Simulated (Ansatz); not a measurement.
# InSe (C2/m) in Ansatz: a series of runs

One crystal, InSe, is run at these levels: LDA; tasks: band structure, single point, equation of state.

Everything below comes from runs of Ansatz 0.2.0. Logs are shortened: lines on timing, memory, paths and dates and some standing lists are left out, and cuts for length are marked.

### 1 Starting point

It takes space group C2/m (No. 12, monoclinic). The conventional cell has a = 11.653 Å, b = 4.109 Å, c = 5.073 Å, α = 90.00°, β = 109.86°, γ = 90.00°. Around In (site symmetry m) lie 3 Se at 2.68 to 2.69 Å and 1 In at 2.80 Å. Se (site symmetry m) has 3 In at 2.68 to 2.69 Å as nearest neighbours.

The cell comes from a database or a generator and needn't be the stable form of this composition.

### 2 Band structure, LDA

The input, input.yaml:

```yaml
crystal:
  lattice:
    - [5.8263928781, -2.054648955, 0.0]
    - [5.8263928781, 2.054648955, 0.0]
    - [-1.723233014, 0.0, 4.7713478577]
  atoms:
    - { symbol: In, position: [0.88820325, 0.88820325, 0.04684136] }
    - { symbol: In, position: [0.11179675, 0.11179675, 0.95315864] }
    - { symbol: Se, position: [0.66092759, 0.66092759, 0.66895562] }
    - { symbol: Se, position: [0.33907241, 0.33907241, 0.33104438] }
hamiltonian:
  xc: lda
  pseudopotentials: { kind: paw }
kpoints:
  mp_grid: { grid: [7, 7, 6] }
  band_path:
    path:
      - [[0.0, 0.5, 0.0], [0.0, 0.0, 0.0], [0.0, 0.0, -0.5]]
      - [[0.0, 0.5, -0.5], [0.0, 0.0, 0.0], [-0.5, -0.5, 0.5]]
      - [[-0.5, 0.0, 0.5], [0.0, 0.0, 0.0], [-0.5, -0.5, 0.0]]
      - [[-0.5, 0.0, 0.0], [0.0, 0.0, 0.0]]
    npoints: 14
scf:
  occupations: { method: fermi_dirac, width: 0.05 }
  n_extra_bands: 10
output:
  forces: true
  stress: true
  eigenvalues: true
  fatbands: true
  write_density: true
  write_potential: true
  elf: true
  volumetric_format: npy
```

Potentials or basis: Ansatz PAW.

Launch:

```bash
ansatz run input.yaml --threads 2 --pin off --max-ram 5632MiB --backend cpu --events-out ev --progress --plain --runs-dir out
```

What it wrote:

```text
Warning: RAYON_NUM_THREADS=2 ignored (pool sized by the plan → 2); use --threads N
scf.n_extra_bands = 10 over 29 filled bands (N_el = 58.0): the run solves 39 bands
Engine: ansatz 0.2.0, x86_64-unknown-linux-gnu
Pseudopotentials: kind: paw
Pseudopotential: In, paw, valence charge 13, recommended cutoff 420 eV (normal), In.paw.azcp
Pseudopotential: Se, paw, valence charge 16, recommended cutoff 420 eV (normal), Se.paw.azcp
Functional definition: SPW92
  exchange = slater_x
  correlation = pw_c
Crystal: 4 atoms, lattice volume = 114.237 Å³
Basis set: ecut = 420 eV, 2235 PW (Γ)
Bands: 39, of which v1, the nominal top of the filled ones, is band 29 counted from 1 (28 counted from 0)
Symmetry: 4 space group operations
Space group: C2/m (ITA 12), of the structure as read, at distance tolerance 4.9e-5 Å
k-points: 88 of 294
Non-local potential: In, projectors of the file, l = 0: 2, l = 1: 2, l = 2: 2, l = 3: 2
Non-local potential: Se, projectors of the file, l = 0: 2, l = 1: 2, l = 2: 3, l = 3: 1
PAW form: soft (Blöchl's): semilocal exchange-correlation on the pseudo side does not see the compensation charge
PAW frozen core: In, regenerated for the run's functional, and the local potential with it (the file was generated under x = pbe(κ = 0.804, μ = 0.2195149727645171), c = pbe(β = 0.06672455060314922))
PAW frozen core: Se, regenerated for the run's functional, and the local potential with it (the file was generated under x = pbe(κ = 0.804, μ = 0.2195149727645171), c = pbe(β = 0.06672455060314922))
PAW one-centre angular grid: In, 590 points (default); XC on 64 Gauss nodes
PAW one-centre angular grid: Se, 590 points (default); XC on 64 Gauss nodes
Initial density: superposition of atomic densities (neutral atoms: chi_scale 0, normalization atom), corrected by the library's trained network
Initial wavefunctions: pseudopotential atomic-orbital guess
Functional: x = slater, c = lda
SCF iter   1: F=—  HF=-21682.616912 eV  |F-HF|=—  |Δ(HF+E_count)|=         —  Δρ=6.18e-3  dr2=3.09e-2  ethr=1.77e-3  ⟨swp⟩=6.7  Hψ=15172  notcnv=0  defer=94
preconditioner: auto → Resta (q_TF=auto, 2.437 Å⁻¹)  ε∞=2.9  [insulator: Δε(μ)=0.999 eV  Ē_g=15.347 eV  σ=0.050 eV  W_gap=1.00  n_scr=32 (ndim 8)  ℏωp=21.4 eV  f_vac=0.050  D(μ)=0.00/eV (n_scr^D=0)  ε∞_Penn≈2.9]
SCF iter   2: F=—  HF=-21682.606774 eV  |F-HF|=—  |Δ(HF+E_count)|=   1.01e-2  Δρ=2.68e-3  dr2=5.02e-3  ethr=5.33e-5  ⟨swp⟩=2.1  Hψ=6040  notcnv=0  defer=234
SCF iter   3: F=—  HF=-21682.605490 eV  |F-HF|=—  |Δ(HF+E_count)|=   1.28e-3  Δρ=5.61e-4  dr2=2.86e-4  ethr=8.66e-6  ⟨swp⟩=2.0  Hψ=4071  notcnv=0  defer=234
SCF iter   4: F=—  HF=-21682.605458 eV  |F-HF|=—  |Δ(HF+E_count)|=   3.26e-5  Δρ=1.19e-4  dr2=2.00e-5  ethr=4.94e-7  ⟨swp⟩=2.0  Hψ=3896  notcnv=0  defer=234
SCF iter   5: F=—  HF=-21682.605484 eV  |F-HF|=—  |Δ(HF+E_count)|=   2.66e-5  Δρ=3.76e-5  dr2=1.80e-6  ethr=3.45e-8  ⟨swp⟩=2.0  Hψ=5746  notcnv=0  defer=234
SCF iter   6: F=—  HF=-21682.605485 eV  |F-HF|=—  |Δ(HF+E_count)|=   2.93e-7  Δρ=9.45e-6  dr2=1.66e-7  ethr=3.11e-9  ⟨swp⟩=2.1  Hψ=5230  notcnv=0  defer=234
SCF iter   7: F=-21682.605485 eV  HF=-21682.605485 eV  |F-HF|=1.99e-9  |Δ(HF+E_count)|=   1.30e-8  Δρ=2.39e-6  dr2=8.90e-9  ethr=1.72e-10  ⟨swp⟩=13.4  Hψ=24239  notcnv=0
SCF 1 converged in 7 iterations: F = -21682.605485 eV  dr2 = 8.90e-9
NSCF: frozen V_eff on 102 k-points
SCF converged after 7 iterations
Free energy (F): -21682.605485 eV
Harris-Foulkes:  -21682.605485 eV  (|F-HF|=1.99e-9)
Internal energy: -21682.605484 eV  (E = F + TS)
E sigma→0 (E₀):  -21682.605484 eV
Entropy (-TS):   -0.000001 eV (-0.000 meV/atom)
Fermi energy:    7.372437 eV
--- Per-component energies (eV) ---
  E_band       = -915.120896
  E_kinetic    = 723.723730
  E_local      = -7790.125764  (includes V_loc(G=0)·N_el)
  E_nonlocal   = -437.703174
  E_hartree    = 3583.262577
  E_xc         = -633.020849
  E_vxc        = -397.600950  (∫ρ·V_xc dr)
  E_paw        = -11684.924190  (= ΣΔE_a)
  E_vpaw       = -179.941122  (= ΣTr[D̂ρ^β])
  E_aug_tail   = -0.001186  (compensation charges beyond the density's cutoff)
  E_ewald      = -5448.820425
  E_core_change = 5.003797  (= ΣΔE_core)
  E_smearing   = -0.000001  (= −TS)
  E_closure    = 0.000000  (closes the sum)
  Σ components = -21682.605485   (vs F -21682.605485, Δ=0.00e0)
--- Forces (eV/Å), atoms counted from 1 ---
  atom   1  In    -0.07771045     0.00000000     0.01189268
  atom   2  In     0.07771045    -0.00000000    -0.01189268
  atom   3  Se     0.00014566     0.00000000     0.08963317
  atom   4  Se    -0.00014566    -0.00000000    -0.08963317
  max |Σ_I F_I| component: 1.39e-17 eV/Å
--- Stress (GPa, compression-positive) ---
       -3.373957       0.000000       0.037510
        0.000000      -2.667841       0.000000
        0.037511       0.000000      -2.329960
  P = ⅓ Tr σ = -2.7906 GPa (-27.906 kbar)
--- Band table (eV; the first three rows and the last of 88) ---
  k-point 0: bands = ["-40.3393", "-40.3390", "-40.3389", "-40.3387", "-40.3124", "-40.3120", "-40.3102", "-40.3099", "-40.2997", "-40.2997", "-7.5756", "-7.4586", "-7.2657", "-7.2303", "-7.1918", "-7.1883", "-7.1410", "-7.1008", "-7.0708", "-6.9187", "-6.3298", "-4.6646", "2.0919", "3.0614", "3.0991", "4.6141", "4.9080", "5.5183", "5.7433", "9.4626", "9.7935", "10.3954", "11.6337", "12.2814", "12.2924", "13.5351", "15.0740", "16.2608", "16.8238"]
  k-point 1: bands = ["-40.3393", "-40.3390", "-40.3389", "-40.3387", "-40.3124", "-40.3120", "-40.3102", "-40.3099", "-40.2997", "-40.2996", "-7.5804", "-7.4577", "-7.2662", "-7.2291", "-7.1917", "-7.1901", "-7.1404", "-7.1006", "-7.0704", "-6.9213", "-6.2341", "-4.7715", "1.8252", "2.7150", "3.4401", "4.9511", "4.9563", "5.7718", "5.9326", "8.9313", "9.1603", "10.8568", "11.2831", "12.2271", "13.1032", "13.7114", "14.8227", "15.2518", "16.2126"]
  k-point 2: bands = ["-40.3393", "-40.3390", "-40.3389", "-40.3387", "-40.3124", "-40.3121", "-40.3102", "-40.3099", "-40.2997", "-40.2996", "-7.5888", "-7.4562", "-7.2673", "-7.2262", "-7.1934", "-7.1912", "-7.1392", "-7.1002", "-7.0699", "-6.9263", "-5.9857", "-5.0433", "1.4202", "2.3352", "4.0828", "5.0525", "5.5579", "5.8117", "6.3405", "8.2570", "8.5720", "10.8443", "10.8678", "12.8642", "13.3267", "13.4254", "14.7765", "15.5986", "16.0796"]
  k-point 87: bands = ["-40.3393", "-40.3390", "-40.3389", "-40.3386", "-40.3122", "-40.3122", "-40.3101", "-40.3100", "-40.2997", "-40.2996", "-7.5595", "-7.4245", "-7.3249", "-7.3105", "-7.2562", "-7.1778", "-7.1543", "-7.0930", "-7.0197", "-6.9106", "-5.8005", "-4.8842", "0.8647", "2.0265", "3.9843", "4.2295", "5.6921", "6.2962", "6.5499", "8.7845", "10.3504", "10.4573", "11.1304", "12.4677", "12.6221", "13.5924", "14.8913", "15.0835", "16.0195"]
```

It took 12 s on 2 threads of Intel Xeon 6975P-C (Granite Rapids), shared host; peak memory 0.65 GiB.

What came out:

```yaml
Free_energy: -21682.6055 eV
Pressure: -2.8 GPa
Largest_force: 0.090 eV/Å
Band_gap_on_the_k_mesh: 1.00 eV, indirect (least direct gap 1.06 eV)
Band_gap_along_the_path: 0.99 eV, indirect (least direct gap 1.23 eV)
```

Forces in eV/Å, atoms in the order of the input:
```
In  -0.078  0.000  0.012
In   0.078  0.000 -0.012
Se   0.000  0.000  0.090
Se   0.000  0.000 -0.090
```

Levels at the corners of the path, in eV from the valence-band top:
```
point  band 25  band 26  band 27  band 28  band 29  band 30  band 31  band 32  band 33  band 34
    X    -2.45    -2.15    -1.77    -1.55    -1.18     1.55     2.34     3.61     3.62     4.34
    Γ    -3.76    -2.25    -1.95    -1.34    -1.12     2.60     2.93     3.54     4.77     5.42
    Y    -2.16    -1.75    -1.43    -1.04    -0.38     0.99     2.00     3.46     3.84     6.28
    L    -3.33    -2.96    -2.14    -2.10    -1.29     2.36     3.36     3.64     4.64     6.04
    Γ    -3.76    -2.25    -1.95    -1.34    -1.12     2.60     2.93     3.54     4.77     5.42
    Z    -2.36    -1.65    -1.27    -0.72    -0.49     2.07     2.92     3.35     4.68     5.55
    N    -3.33    -2.96    -2.14    -2.10    -1.29     2.36     3.36     3.64     4.64     6.04
    Γ    -3.76    -2.25    -1.95    -1.34    -1.12     2.60     2.93     3.54     4.77     5.42
    M    -2.37    -2.34    -1.18    -0.67    -0.05     1.37     2.57     3.30     3.92     5.56
    R    -2.45    -2.15    -1.77    -1.55    -1.18     1.55     2.34     3.61     3.62     4.34
    Γ    -3.76    -2.25    -1.95    -1.34    -1.12     2.60     2.93     3.54     4.77     5.42
```

Caveat: spin-orbit coupling is left out, which moves the levels of the heavy elements; the PAW data sets come from PBE, with cores solved anew for the run's functional, which leaves a small shift of forces and pressure.

(Continued in part 2 of 2.)
